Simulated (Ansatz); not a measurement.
**Understanding MoTe2 from first principles**

**What was measured.** A cell as deposited of hexagonal MoTe2 (space group P6_3/mmc), temperature not stated, from the Crystallography Open Database (1963), has a, c = 3.518, 13.974 Å and 24.96 Å³/atom.

“Surface transport and band gap structure of exfoliated 2H-MoTe2 crystals”, 2014, arxiv:1407.1219 reports, for a bulk crystal of MoTe2 at 77 K: band gap 0.96 ± 0.02 eV (indirect).

Level of theory: DFT, r²SCAN, scalar-relativistic, collinear spin; plane waves to 500 eV with PAW datasets (Ansatz 0.2.0), Γ-centred 8×8×2 mesh, 0.05 eV Gaussian smearing; PAW files: Ansatz's generated set soft_2.

The chain of runs began from a cell as deposited in COD, expanded in volume.

The relaxed structure (symmetry read at 0.01 Å). It takes space group P6_3/mmc (No. 194, hexagonal). Conventional cell: a = 3.564 Å, b = 3.564 Å, c = 14.720 Å, α = 90.00°, β = 90.00°, γ = 120.00°. Around Te (site symmetry 3m) lie 3 Mo at 2.73 Å. Around Mo (site symmetry -6m2) lie 6 Te at 2.73 Å. (Shells end 15 % past the nearest neighbour.)

Results at this level of theory:

```
Volume                                                : 26.98 Å³/atom
Band gap                                              : 1.05 eV (band path included; the mesh alone gives 1.12 eV)
Smallest direct gap                                   : 1.06 eV
Magnetic state                                        : non-magnetic
Site spin moments                                     : none
Bader charges                                         : Te -0.34; Mo 0.69 e
Formation energy from the elements (0 K, uncorrected) : -0.30 eV/atom
Shear modulus (Hill)                                  : 21 GPa
Young's modulus                                       : 50 GPa
Poisson's ratio                                       : 0.20
Elastically stable                                    : yes
```

It is indirect by only 0.01 eV, as good as direct: 1.05 eV. Within 0.6 eV of the edges the projected states are 61 % Mo 4d at the top of the valence band and 73 % Mo 4d at the bottom of the conduction band. The 4d shell leads at both edges but is strongly mixed, between the Mott–Hubbard and the charge-transfer pattern.

What fixes the bond lengths?

Shannon's ionic radii give a check on the bond lengths: Mo⁴⁺ with 6 neighbours 0.65 Å + Te²⁻ 2.21 Å (six-fold value) = 2.86 Å against a computed mean of 2.73 Å. The largest miss is -5 %; bonds shorter than the sum are usual where the bond is partly covalent, as with large, soft anions.

Which Debye temperature follows from the elastic moduli?

K = 28 GPa and G = 21 GPa (Hill). With a density of 7.204 g/cm³ (mean mass 117.1 u, 26.98 Å³/atom), K = 27.70 and G = 21.06 GPa from the unrounded constants, v_l = √((K + 4G/3)/ρ) = 2780 m/s and v_t = √(G/ρ) = 1710 m/s. The mean [(1/v_l³ + 2/v_t³)/3]^(−1/3) is 1890 m/s, and θ_D = (ħ/k_B)(6π²/V)^(1/3) v_m ≈ 190 K, with V the volume an atom.

**Comparison.** The computed cell (3.564, 14.720 Å, 26.98 Å³/atom) differs from the database's by +8.1 % in volume, about +2.6 % in length. The axes miss by +1.3 %, +5.3 %. Without a dispersion term the weakly bound parts drift apart. A measured gap of MoTe2 is 0.96 eV (indirect; 77 K; “Surface transport and band gap structure of exfoliated 2H-MoTe2 crystals”, 2014, arxiv:1407.1219); the calculated 1.05 eV misses it by +0.09 eV. 2 values of this kind are on record (0.88 to 0.96 eV); this one was drawn at random among those near their median, those with a stated uncertainty first. Kohn–Sham gaps of semilocal functionals mostly fall below measured ones. Spin–orbit coupling is left out here. Temperature and excitons aren't in the calculation.

Kohn–Sham gaps of semilocal functionals lie under measured ones, often by a third or more. These numbers lack spin–orbit coupling. The structure is built of weakly bound layers, and this functional has no dispersion term, so their spacing and all that hangs on it (volume, the soft elastic constants, low modes, dielectric constants) are poorly given.
